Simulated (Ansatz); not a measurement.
# B3W: the cost of one run

Program: Ansatz 0.2.0. Level of theory: DFT PBE, scalar-relativistic, plane waves, PAW. These are calculated values, not measurements.

## (1) The starting structure

The structure is cubic, space group Pm-3n (No. 223). The conventional cell has a = 4.188 Å, b = 4.188 Å, c = 4.188 Å, α = 90.00°, β = 90.00°, γ = 90.00°. B (site symmetry -4m2) is surrounded by 2 B at 2.09 Å and 4 W at 2.34 Å. Around W (site symmetry m-3) lie 12 B at 2.34 Å.

Structure file:

```cif
data_structure
_symmetry_space_group_name_H-M 'P 1'
_symmetry_Int_Tables_number 1
_cell_length_a 4.1880
_cell_length_b 4.1880
_cell_length_c 4.1880
_cell_angle_alpha 90.000
_cell_angle_beta 90.000
_cell_angle_gamma 90.000
_cell_volume 73.45
loop_
_atom_site_label
_atom_site_type_symbol
_atom_site_fract_x
_atom_site_fract_y
_atom_site_fract_z
_atom_site_occupancy
B1 B 0.00000 0.50000 0.25000 1
B2 B 0.00000 0.50000 0.75000 1
B3 B 0.25000 0.00000 0.50000 1
B4 B 0.75000 0.00000 0.50000 1
B5 B 0.50000 0.75000 0.00000 1
B6 B 0.50000 0.25000 0.00000 1
W1 W 0.00000 0.00000 0.00000 1
W2 W 0.50000 0.50000 0.50000 1
```

(A quick probe on a coarse mesh, which set the mesh and smearing, is not shown.)

## (3) A loose first relaxation

The input, input.yaml:

```yaml
crystal:
  lattice:
    - [4.1879746067, 0.0, 0.0]
    - [0.0, 4.1879746067, 0.0]
    - [0.0, 0.0, 4.1879746067]
  atoms:
    - { symbol: B, position: [0.0, 0.5, 0.25] }
    - { symbol: B, position: [0.0, 0.5, 0.75] }
    - { symbol: B, position: [0.25, 0.0, 0.5] }
    - { symbol: B, position: [0.75, 0.0, 0.5] }
    - { symbol: B, position: [0.5, 0.75, 0.0] }
    - { symbol: B, position: [0.5, 0.25, 0.0] }
    - { symbol: W, position: [0.0, 0.0, 0.0] }
    - { symbol: W, position: [0.5, 0.5, 0.5] }
basis:
  ecutwfc: 420
kpoints:
  mp_grid: { grid: [4, 4, 4] }
hamiltonian:
  xc: pbe
scf:
  occupations: { method: gaussian, width: 0.1 }
  lower_state_search: "off"
output:
  forces: true
  stress: true
  eigenvalues: true
relax:
  adjacent_minimum: "off"
  f_tol: 0.04
  max_steps: 70
  cell: { stress_tol: 0.4 }
```

Run with:

```bash
$ ansatz run input.yaml --threads 1 --pin off --max-ram 2560MiB --backend cpu --events-out ev --progress --plain --runs-dir out
```

Q: Estimate wall time and peak memory on 1 thread of Intel Xeon 6975P-C (Granite Rapids), shared host.

About 3.6 s, with a peak of 0.39 GiB.
